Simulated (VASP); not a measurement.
Here is a VASP 6.6.1 calculation.

File INCAR:

```
AGGAC = 1.0
AGGAX = 1.0
ALDAC = 0.0
ALDAX = 1.0
ALGO = Normal
EDIFF = 1E-6
ENCUT = 520
GGA = B5
ISIF = 2
ISMEAR = -1
LASPH = True
LCHARG = False
LREAL = False
LWAVE = False
NBANDS = 22
NELM = 100
PREC = Accurate
SIGMA = 0.1
```

KPOINTS

```
k-points
0
Gamma
  5 5 7
```

The input POSCAR:

```
Ba
1.0
    7.3060245099      0.0000000000      0.0000000000
   -3.6530122549      6.3272028262      0.0000000000
    0.0000000000      0.0000000000      4.3583559264
Ba
3
Direct
    1.0000000000      1.0000000000      1.0000000000
    0.3333333333      0.6666666667      0.5000000000
    0.6666666667      0.3333333333      0.5000000000
```

Potentials or basis: VASP PAW PBE potentials, release 64 (Ba_sv).

Command:

```bash
$ cat potpaw_PBE.64/Ba_sv/POTCAR > POTCAR
$ mpirun -np 1 vasp_std > vasp.out
```

Task: What does it give for the band gap on the k mesh?

Result: None (metal or under the smearing width).

Task: Estimate the pressure.

Result: 0.1 GPa.

Caveat: the PAW data sets were made with another functional, which shifts forces and pressure a little. Spin-orbit coupling is left out, which matters for the levels of Ba.
